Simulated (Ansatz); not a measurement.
**SrTiO3 (Pm-3m), an elastic constant from a strain scan**

The calculation used DFT PBE, scalar-relativistic, plane waves, PAW (Ansatz 0.2.0). Settings: plane waves to 420 eV, k-mesh 8×8×8 (Γ-centred), Gaussian smearing 0.05 eV. No spin polarisation. Energies are free energies at this smearing, counted from the undisturbed cell; pressure is positive in compression.

The undisturbed cell (relaxed at this level; it needn't be the usual structure):

```
Sr Ti O
1.0
     3.93640    0.00000    0.00000
     0.00000    3.93640    0.00000
     0.00000    0.00000    3.93640
Sr Ti O
1 1 3
Cartesian
  0.0000 0.0000 0.0000
  1.9682 1.9682 1.9682
  0.0000 1.9682 1.9682
  1.9682 0.0000 1.9682
  1.9682 1.9682 0.0000
```

The cell is strained by ε times the Voigt pattern (1, -1, 0, 0, 0, 0) (xx, yy, zz, yz, xz, xy; engineering shear) with fractional coordinates fixed. The cell holds 5 atoms in V0 = 61.00 Å³. The stress column is τ = (1/V0) dE/dε, got from the stress tensor σ (compression positive) at each point as −det(1 + εP) σ : P(1 + εP)⁻¹, with P the pattern as a tensor.

| ε | ΔE (meV/atom) | τ (GPa) |
| --- | --- | --- |
| -0.0875 | 139.854 | -46.302 |
| -0.0750 | 99.935 | -37.729 |
| -0.0625 | 67.753 | -30.056 |
| -0.0500 | 42.493 | -23.137 |
| -0.0375 | 23.514 | -16.821 |
| -0.0250 | 10.323 | -10.958 |
| -0.0125 | 2.562 | -5.404 |
| 0.0000 | 0.000 | 0.000 |
| 0.0125 | 2.562 | 5.404 |
| 0.0250 | 10.323 | 10.958 |
| 0.0375 | 23.514 | 16.821 |
| 0.0500 | 42.493 | 23.137 |
| 0.0625 | 67.753 | 30.056 |
| 0.0750 | 99.935 | 37.729 |
| 0.0875 | 139.854 | 46.302 |
| 0.1000 | ? | ? |

Task: Which combination of elastic constants does this scan measure, and how large is it?

Result: For small ε, τ = τ0 + Kε with K = pᵀCp, which for this pattern is 2(C11 − C12) in the cubic axes. The parabola through τ at ε = -0.0125, 0 and 0.0125 has slope K = 432 GPa at zero. The energies per cell, E = NΔE, of the same two points give K = 2[E(ε₊)/ε₊ − E(ε₋)/ε₋]/[(ε₊ − ε₋)V0] = 431 GPa, in agreement.

Task: Predict the withheld row at ε = 0.1000 from the harmonic law, and compare.

Result: ΔE = V0(τ0 ε + Kε²/2)/N = 164.576 meV/atom and τ = 43.23 GPa. The calculation gives 188.414 meV/atom and 55.93 GPa: the energy lies 14 % above the harmonic value.

Symmetry holds off the tilts and polar distortions that many cubic perovskites undergo.

Cost: 9 runs of about 1.5 core-minutes in all, on Intel Xeon Platinum 8259CL (Skylake/Cascade Lake) (shared hosts).